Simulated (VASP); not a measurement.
**HfB2: equation of state with PBE+D3(BJ)**

The system is HfB2.

```
Hf B
1.0
     3.12196    0.00000    0.00000
    -1.56098    2.70370    0.00000
     0.00000    0.00000    3.45034
Hf B
1 2
Direct
  0.00000 0.00000 0.00000
  0.66667 0.33333 0.50000
  0.33333 0.66667 0.50000
```

```
Program             : VASP 6.6.1
Task                : equation of state
Functional          : PBE
Dispersion          : D3(BJ)
Potentials or basis : VASP PAW PBE potentials, release 64 (Hf_pv, B)
Cutoff              : 520 eV
k mesh              : 8 × 8 × 8
Occupations         : fermi-dirac, width 0.05 eV
Spin                : no spin polarisation
```

* Equilibrium volume: 9.71 Å³/atom
* Bulk modulus at fixed shape and positions: 265 GPa
* Pressure derivative of the bulk modulus: 3.9 (rough: it moves with the points fitted)

Energy against volume, from the lowest point:
```
volume (Å³/atom)  energy (meV/atom)
           9.320              14.01
           9.514               3.46
           9.708               0.00
           9.902               2.99
          10.096              11.81
```

All runs of the series together: 57 s on 1 thread of Intel(R) Xeon(R) Platinum 8375C CPU @ 2.90GHz (Ice Lake) (shared host).

Caveat: the cell was scaled at fixed shape and fractional positions, which overstates the stiffness of a crystal with free parameters, most of all of layers and chains. Spin-orbit coupling is left out, which matters for the levels of Hf.
